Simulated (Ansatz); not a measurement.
## How much do the gradients of SiO2 depend on the method?

Cell: a Materials Project structure (computed, not necessarily an observed phase), atoms as given.

Space group I-42m (No. 121); a = 9.1596, c = 8.2312 Å.

```csv
site,Wyckoff,site symmetry,x,y,z
Si,16j,1,0.7949,0.4372,0.3183
O9,8f,.2.,0.0000,0.2833,0.0000
O10,8i,..m,0.8546,0.1454,0.7713
O11,16j,1,0.9302,0.3231,0.3076
```

One atom of each set is listed; the run and its k-mesh use a cell of 24 atoms with edges of 7.67, 7.67, 7.67 Å.

First run. Level of theory: DFT, PBE, plane waves and PAW, scalar-relativistic, 420 eV cutoff, Γ-centred 4×4×4 k-points, Fermi–Dirac smearing 0.02 eV (Ansatz 0.2.0).

```
site  V_zz (10²¹ V/m²)     η
  Si              1.17  0.98
  O9             10.13  0.02
 O10              9.05  0.31
 O11              8.91  0.24
```

Second run. The same atoms and settings, except that the gradients are read without the response of the frozen cores to their surroundings (frozen_core: stored), which the first run includes.

Task: Given the first result, estimate the second.

Result: 

```json
{"site": "Si", "V_zz": "-1.10", "η": "0.99", "change of V_zz": "–"}
{"site": "O9", "V_zz": "10.46", "η": "0.02", "change of V_zz": "+0.33"}
{"site": "O10", "V_zz": "9.34", "η": "0.31", "change of V_zz": "+0.29"}
{"site": "O11", "V_zz": "9.20", "η": "0.24", "change of V_zz": "+0.29"}
```

The largest change of V_zz along a kept axis is on O9, from 10.13 to 10.46. In per cent, |V_zz| changes by +3 on O (all sites that start above 0.5, bar those whose gradient vanishes or changes sign or whose main axis turns by over 40°). On Si the largest principal value lies along another axis in the second run, so the two V_zz can't be compared directly.

At this cell the principal stresses reach 5 GPa in size with PBE, which can matter for small gradients. The largest force is 0.4 eV/Å, so the atoms aren't at the calculated equilibrium and relaxing them would move these values.
